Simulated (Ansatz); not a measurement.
A relaxed cell of SiO2 is given with its symmetry left out. The cell was found from a structure generator's guess, not taken from experiment.

Computed with DFT PBE+D3(BJ), scalar-relativistic, plane waves, PAW in Ansatz 0.2.0. Cutoff 420 eV, Γ-centred mesh, Gaussian smearing, no spin polarisation.

```
Si O
1.0
     2.68655    0.00000    0.00000
    -1.34327    2.32662    0.00000
     0.00000    0.00000    4.60303
Si O
1 2
Direct
  0.00000 0.00000 0.50000
  0.33333 0.66667 0.69894
  0.66667 0.33333 0.30106
```

Energies over the elements count from the elements' standard structures at the same level (O₂ as a molecule), with no fitted energy shifts.

(1) What space group does it have?

(2) How far does it lie from the elements in energy?

(3) Is it a metal?

(4) From what recipe could a structure generator have reached it?

Answers

(1) P-3m1 (No. 164), the cadmium iodide type. Conventional cell: a = 2.687 Å, c = 4.603 Å. Si has 6 O at 1.80 Å; around O lie 3 Si at 1.80 Å.

(2) −2.536 eV/atom. It lies below the elements, which doesn't yet make it stable against other compounds or structures.

(3) No, the gap on the 12×12×6 mesh is 6.15 eV.

(4) One such recipe: close-packed anion layers stacked AB, next cell at A, with sites between them filled layer by layer (P-3m1, No. 164). Other recipes can lead to the same cell.

The last run used a 12×12×6 mesh (in the run's order of axes) for its 3-atom cell and Gaussian smearing of 0.02 eV. Kohn–Sham gaps at this level usually fall short of measured ones. Symmetry constrained the relaxation, so the result can be a saddle point.
